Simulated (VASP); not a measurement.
Write the native input for VASP 6.6.1 that does the following.

```yaml
Task: relaxation of cell and atoms
Functional: LDA
Potentials_or_basis: VASP PAW LDA potentials, release 64 (Mg)
Cutoff: 600 eV
k_mesh: 15 × 15 × 7
Occupations: methfessel-paxton, width 0.1 eV
Spin: no spin polarisation
Further_INCAR_settings: ALGO = Normal; EDIFF = 1e-06; IBRION = 2; EDIFFG = -0.01; NSW = 90; ISIF = 3
```

The structure of Mg lies in POSCAR:

```
Mg
1.0
    3.2093000000      0.0000000000      0.0000000000
   -1.6046500000      2.7793353300      0.0000000000
    0.0000000000      0.0000000000      5.2103000000
Mg
2
Direct
    0.3333333300      0.6666666700      0.2500000000
    0.6666666700      0.3333333300      0.7500000000
```

These files were run (other wordings do the same):

INCAR

```
  PREC = Accurate
  ENCUT = 600
  EDIFF = 1E-6
  ISMEAR = 1
  SIGMA = 0.1
  LREAL = F
  LASPH = T
  NELM = 80
  ALGO = Normal
  ISIF = 3
  LWAVE = F
  LCHARG = F
  GGA = CA
  IBRION = 2
  NSW = 90
  EDIFFG = -0.01
```

KPOINTS

```
regular mesh
0
Gamma
  15 15 7
```

Potentials or basis: VASP PAW LDA potentials, release 64 (Mg).

Run with:

```bash
$ cat potpaw_LDA.64/Mg/POTCAR > POTCAR
$ mpirun -np 1 vasp_std > vasp.out
```

Results of the run:

```json
{"Relaxed volume": "21.45 Å³/atom", "Relaxed cell": "a = 3.145 Å, b = 3.145 Å, c = 5.008 Å, α = 90.00°, β = 90.00°, γ = 120.00°", "Space group after relaxing (to 0.05 Å)": "P6_3/mmc (No. 194)", "Energy gained by relaxing": "17.6 meV/atom", "Ionic steps": "6", "Pressure after relaxing": "0.0 GPa", "Band gap on the k mesh": "none (metal or under the smearing width)"}
```

Run time: 40 s on 1 thread of Intel(R) Xeon(R) Platinum 8488C (Sapphire Rapids), on a shared host, peak memory 0.18 GiB.
